When a different density functional widens the band gap of the same crystal, which electronic levels have moved, and can the functional's class tell us by how much? Zincblende aluminium nitride is a clear case because its atoms stay fixed throughout the series. Its gap, the energy between the highest filled and the lowest empty level, nevertheless runs from 3.16 eV with PBEint to 4.22 eV with GLLB-SC.

A neighbouring series that keeps one functional and goes from the nitride to the phosphide and the arsenide would change the material itself. There the gap falls as the anion's p levels rise and the bonds lengthen. Here the changes come from the way in which the electrons' potential is approximated, together with some differences in the description of the atomic cores.

Kohn–Sham DFT gaps of zincblende AlN from GPAW 26.7.0, at one fixed geometry and without spin polarisation or spin–orbit coupling. All runs use a 10 × 10 × 10 k-point mesh and Fermi–Dirac smearing of 0.05 eV. The PBE row uses a real-space grid with 0.16 Å spacing instead of plane waves, and the GLLB-SC gaps exclude the derivative discontinuity.

| functional | potentials | wave cutoff | gap on path (eV) | direct gap on path (eV) |
| --- | --- | --- | --- | --- |
| LDA | HGH pseudopotentials | 1600 eV | 3.252 | 4.221 |
| PBE | GPAW-PAW-data-sets-(gpaw-data-1.2.1) | n/a | 3.309 | 4.222 |
| revPBE | GPAW-PAW-data-sets-(gpaw-data-1.2.1) | 800 eV | 3.330 | 4.210 |
| BLYP | PAW-data-sets-made-by gpaw-setup-for-the-functional | 800 eV | 3.688 | 4.539 |
| BEEF-vdW | GPAW-PAW-data-sets-(gpaw-data-1.2.1) | 800 eV | 3.581 | 4.377 |
| GLLB-SC | GPAW-PAW-data-sets-(gpaw-data-1.2.1) | 800 eV | 4.221 | 4.651 |
| MS2 | GPAW-PAW-data-sets-(gpaw-data-1.2.1) | 800 eV | 3.636 | 4.569 |
| PBEint | PAW-data-sets-made-by gpaw-setup-for-the-functional | 800 eV | 3.161 | 4.113 |
| SOGGA | PAW-data-sets-made-by gpaw-setup-for-the-functional | 800 eV | 3.179 | 4.143 |
| TPSS | GPAW-PAW-data-sets-(gpaw-data-1.2.1) | 800 eV | 3.260 | 4.174 |
| rSCAN | GPAW-PAW-data-sets-(gpaw-data-1.2.1) | 800 eV | 3.968 | 4.924 |
| vdW-DF-cx | GPAW-PAW-data-sets-(gpaw-data-1.2.1) | 800 eV | 3.292 | 4.268 |

The column "gap on path" gives the smallest energy between a filled and an empty level anywhere along the path of electron wave vectors. "Direct gap on path" is the smallest such energy at one and the same wave vector. The first is the fundamental gap, and the second matters for strong optical absorption, which needs no help from lattice vibrations. Neither column includes the attraction between an excited electron and the hole that it leaves.

## A richer functional need not open the gap

The tempting explanation is a ladder. LDA uses the electron density, a GGA adds the density's gradient, and a meta-GGA adds the kinetic-energy density of the orbitals. If each ingredient repaired part of the gap, the class of a functional would predict its place in the table. The averages seem to agree, since the three meta-GGAs lie 0.26 eV above the seven functionals with GGA-type exchange, two of which also contain nonlocal correlation.

The single rows tell another story. TPSS is a meta-GGA, yet its gap is 0.07 eV smaller than that of revPBE, a GGA run with core data from the same distributed collection and the same plane-wave cutoff. From TPSS to rSCAN, still within one class and one numerical setup, the gap grows by 0.71 eV. The step between the class averages is therefore much smaller than the difference that two members of one class can show.

The GGA-type rows spread widely too, by 0.53 eV, but that figure needs more care. BLYP, at its upper end, and PBEint, at its lower end, use core data sets generated for the functional, whereas most other rows use distributed ones. The first step of the ladder isn't tested cleanly either, because the LDA row has pseudopotentials of another kind. The comparison of TPSS with rSCAN carries the argument because it is free of both complications.

## One valley, or the whole band edge?

If class doesn't decide the size of the change, the two gap columns can still show what kind of change it is. The printed bands of PBE, revPBE, TPSS and GLLB-SC put the highest filled level at the zone centre, Γ, and the lowest empty one at the zone boundary point X. The smallest direct gap lies at Γ. I assume the same arrangement in the other rows.

Two simple pictures then make different predictions. In the first, a functional moves only the empty valley at X. The smallest gap changes while the direct gap at Γ stays where it was. In the second, the lowest empty band moves as a unit against the highest filled level, and both gaps change by the same amount.

The second picture takes only a few lines of algebra. Let $E_v$ be the highest filled level, $E_X$ the lowest empty level at X, and $E_\Gamma$ the lowest empty level at Γ. The two gaps are

$$
E_{\rm gap}=E_X-E_v,\qquad E_{\rm direct}=E_\Gamma-E_v .
$$

Subtracting the first from the second removes the filled level:

$$
E_{\rm direct}-E_{\rm gap}=E_\Gamma-E_X .
$$

A common shift of the two empty levels leaves this difference unchanged, however large the shift is.

A least-squares fit of a single constant to the eleven rows other than GLLB-SC gives a difference of 0.92 eV, with a typical misfit of 0.05 eV. GLLB-SC was left out because its potential is modelled directly instead of being derived from an energy functional. Holding the direct gap itself constant on the same eleven rows leaves a typical misfit of 0.23 eV. The picture of a single moving valley is thus clearly the poorer one.

rSCAN shows what this means in practice. Its smallest gap is 3.97 eV, and adding 0.92 eV gives an estimated direct gap of 4.89 eV. The calculation gives 4.92 eV. This row was part of the fit, so the agreement illustrates the rule and isn't an independent test. BEEF-vdW fits worst, with an estimate that is 0.12 eV too high.

## Why the two gaps move together

The filled states at the top of the valence band are mainly nitrogen 2p states. The lowest empty states are antibonding and have a larger share on aluminium and in the space between the atoms. A potential that becomes more attractive where the nitrogen 2p electrons sit, relative to the rest of the cell, lowers the filled edge against the empty levels at both Γ and X. That is a chemical reason to expect a common shift, although these runs don't divide the levels into atomic contributions that could confirm it.

The same reasoning shows why the name of the class is a weak guide. Two functionals may use the same ingredients and still weight them differently in the regions that matter. In a meta-GGA, the dependence on kinetic-energy density adds a term that acts on each orbital through its slope, so filled and empty states can respond differently. The strength of that term depends on the functional's formula. It is known to be favourable to wider gaps in the SCAN family and much weaker in its effect in TPSS, which agrees with the order found here but isn't isolated by it.

The common shift shouldn't be stretched to every empty state. Well above the band edge at Γ lies a threefold level. Measured from the highest filled level, it is about 0.3 eV higher in TPSS than in revPBE, although the smallest gap is slightly lower in TPSS. This level lies beyond the energy range in which convergence of the bands was required, but separate values on the path and on the regular mesh agree in both rows. Had only the filled edge moved, this level would have followed the other two, so a shift of the nitrogen 2p states, in either direction, can't be the whole difference between these two functionals. The rule describes the lower edge of the empty bands, and only at the two points compared.

## GLLB-SC breaks the pattern

Applied to GLLB-SC, the rule estimates a direct gap of 5.14 eV, whereas the calculation gives 4.65 eV. This row was outside the fit, and the miss of 0.49 eV is far larger than any among the other functionals. The low empty level at Γ has not kept pace with the level at X.

A comparison with revPBE, which shares the distributed collection of core data and the cutoff, shows the size of the split. GLLB-SC raises the smallest gap by 0.89 eV but the direct gap by only 0.44 eV. About half of the change at X is therefore missing at Γ. Here neither simple picture is right: both levels move away from the filled edge, but by unequal amounts.

One possible reason is the character of the level at Γ. It is s-like and so has weight close to the nuclei, where the GLLB-SC potential has structure that ordinary GGA potentials lack. The threefold level higher up at Γ offers a hint, because its symmetry allows no s part on either atom. From revPBE to GLLB-SC it rises by about 0.99 eV against the filled edge, much as the level at X does. The small rise thus belongs to the s-like level, not to every level at Γ. The lowest empty level at X is an intermediate case, because symmetry allows it an s part on only one of the two kinds of atom, and its rise does lie between the other two. This order fits the idea but doesn't prove it: the threefold level lies above the range of required convergence, and a real test would need the average of that part of the potential in each state, which the runs don't provide.

There is also a difference in what the tabulated gap means. The exact Kohn–Sham potential jumps by a constant when an electron is added to an insulator, and the energy difference between its levels leaves out that jump, called the derivative discontinuity. GLLB-SC estimates it separately as 1.79 eV. The table's 4.22 eV is the value before this addition, and the gap meant for comparison with experiment is 6.01 eV.

## What to do with these gaps

The first precaution is to keep one functional throughout a comparison. Among the eleven ordinary functionals, the smallest gap differs by up to 0.81 eV, part of which may come from the core data sets. A difference between two samples that were treated with different functionals could easily be mistaken for an effect of strain or composition. Differences of a few hundredths of an electronvolt, such as that between PBE and revPBE, shouldn't be used for ranking, since the grid alone splits the threefold top of the filled bands in the PBE row by 0.01 eV, and its whole error may be larger.

The second precaution concerns absolute values. The measured gap of zincblende aluminium nitride is roughly 5.3 eV, a recalled figure. Against it, rSCAN falls short by about 1.3 eV and PBEint by about 2.1 eV, while GLLB-SC with its discontinuity is too high by about 0.7 eV. Lattice vibrations lower the measured gap but are absent from the calculations, so a fair comparison would make the first two errors somewhat larger and the last somewhat smaller.

One remedy is to move all empty levels upward by one amount until the gap agrees with a trusted value. For the lowest empty levels at Γ and X, the eleven ordinary functionals give a spacing within about 0.1 eV of their mean, so after such a shift their direct gaps would differ by no more than about 0.2 eV. Their agreement doesn't show that the spacing itself is right. The series gives no support to the same correction for levels far above the edge, which enter optical spectra at higher photon energies. With GLLB-SC, a uniform shift would also preserve the unusually small spacing between the two levels, so the direct gap should be checked separately before it is used to place an absorption edge.
